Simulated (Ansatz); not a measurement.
## N started in the widest void in wurtzite AlN, 97 atoms, charge 0

All numbers come from Ansatz (PAW, plane waves, no spin–orbit coupling) at the single k point (¼, ¼, ¼) without its symmetry partners. The atoms were relaxed with PBEsol in a fixed cell; other functionals are single points on those atoms unless said otherwise. The valence top and gap of the host come from its small cell on a dense mesh, with the band extrema sought between the mesh points, lined up by the mean potential, PBEsol gap 4.09 eV, HSE06 gap 5.54 eV.

Relaxed structure:

```
Al N
1.0
     9.34145    0.00000    0.00000
     0.00000   10.78657    0.00000
     0.00000    0.00000    9.96706
Al N
48 49
Direct
  0.16574 0.08323 0.25003
  0.16604 0.08254 0.75125
  0.99606 0.33331 0.24969
  0.00063 0.32890 0.75379
  0.49811 0.08184 0.25022
  0.49685 0.08169 0.75140
  0.33093 0.33272 0.25136
  0.33084 0.33269 0.75030
  0.16498 0.58350 0.24786
  0.16635 0.58173 0.74953
  0.00071 0.83252 0.24825
  0.99980 0.83542 0.74973
  0.83172 0.08161 0.25100
  0.83171 0.08215 0.75057
  0.66494 0.33140 0.24858
  0.66044 0.32838 0.75486
  0.49953 0.58267 0.24795
  0.49428 0.58090 0.75438
  0.33232 0.83242 0.25000
  0.33222 0.83183 0.75029
  0.83629 0.58439 0.22066
  0.83132 0.58139 0.73002
  0.66626 0.82999 0.24963
  0.66410 0.83588 0.75352
  0.99908 0.16416 0.50007
  0.99870 0.16502 0.00196
  0.33236 0.16716 0.50082
  0.33172 0.16603 0.00082
  0.16307 0.41602 0.49985
  0.16518 0.41571 0.00106
  0.01706 0.67756 0.50196
  0.00068 0.66709 0.98959
  0.66221 0.16091 0.50060
  0.66458 0.16415 0.00159
  0.49825 0.41551 0.49970
  0.49693 0.41485 0.00242
  0.33259 0.66575 0.49950
  0.33135 0.66563 0.00093
  0.16959 0.92051 0.50057
  0.16618 0.91610 0.00008
  0.82411 0.39453 0.51386
  0.83124 0.41476 0.99225
  0.64688 0.66955 0.51387
  0.66502 0.66580 0.99173
  0.49844 0.91557 0.50040
  0.49826 0.91554 0.00181
  0.83308 0.91503 0.50010
  0.83264 0.91614 0.00110
  0.99808 0.16563 0.19269
  0.99925 0.16379 0.69098
  0.33226 0.16642 0.19145
  0.33183 0.16637 0.69168
  0.16412 0.41596 0.19220
  0.16365 0.41521 0.69059
  0.00553 0.66960 0.17795
  0.00417 0.66972 0.69100
  0.66513 0.16419 0.19167
  0.66344 0.16328 0.69159
  0.49774 0.41530 0.19272
  0.49806 0.41549 0.69107
  0.33259 0.66612 0.19098
  0.33163 0.66551 0.69008
  0.16701 0.91710 0.19061
  0.16744 0.91718 0.69093
  0.83040 0.41416 0.18508
  0.83018 0.40466 0.70255
  0.66396 0.66575 0.18394
  0.65556 0.67003 0.70219
  0.49945 0.91511 0.19241
  0.49764 0.91632 0.69101
  0.83254 0.91502 0.19219
  0.83151 0.91567 0.69069
  0.16690 0.08525 0.44062
  0.16550 0.08268 0.94185
  0.99495 0.33209 0.44182
  0.00053 0.33066 0.94296
  0.49632 0.08053 0.44093
  0.49758 0.08177 0.94209
  0.33046 0.33303 0.44191
  0.33115 0.33221 0.94136
  0.16997 0.58212 0.43972
  0.16745 0.58105 0.93865
  0.00445 0.84059 0.44018
  0.99924 0.83545 0.93879
  0.83108 0.08161 0.44193
  0.83192 0.08267 0.94165
  0.66021 0.32553 0.43959
  0.66166 0.33030 0.94367
  0.49589 0.58209 0.43897
  0.49624 0.58059 0.94309
  0.33261 0.83236 0.44121
  0.33235 0.83192 0.94110
  0.87385 0.60925 0.39973
  0.83282 0.58231 0.93399
  0.66560 0.82984 0.44219
  0.66544 0.83494 0.94261
  0.80425 0.56399 0.51094
```

Chemical potentials μ are those of reference phases of the elements at zero temperature by the same functional (the usual solids, diamond for C, grey Sn, and the molecules H2, N2, O2, F2, Cl2, Br2 and S8).

| functional | E(defect) − E(host) − Σ nμ + q·E_VBM (eV) | monopole (eV) | alignment (eV) | formation energy at E_F = VBM (eV) | moment (μB) | wall time, shared host |
| --- | --- | --- | --- | --- | --- | --- |
| PBEsol | 4.56 | 0.00 | 0.00 | 4.56 | 1.0 | 49 s on NVIDIA GB300 (relaxation) |

Problem. Estimate the formation energy and moment that HSE06 gives on these atoms.

Solution. 4.87 eV at E_F = VBM, moment 1.0 μB.

HSE06 one-electron levels near the gap (the ten most localised at most), from the host's valence top:

| level (eV) | spin | filling | atoms sharing it | element of the atom with most weight |
| --- | --- | --- | --- | --- |
| -0.20 | up | 1.00 | 55.5 | spread |
| -0.19 | down | 1.00 | 53.9 | spread |
| 0.64 | up | 1.00 | 4.9 | N |
| 1.04 | up | 1.00 | 4.5 | N |
| 1.25 | down | 1.00 | 4.5 | N |
| 3.54 | down | 0.00 | 3.4 | N |

All elements are taken at their own reference at once; growth conditions in equilibrium with the host shift these energies, by up to the host's formation enthalpy.

One k point and a cell of this size can leave errors of several tenths of an eV in such numbers.
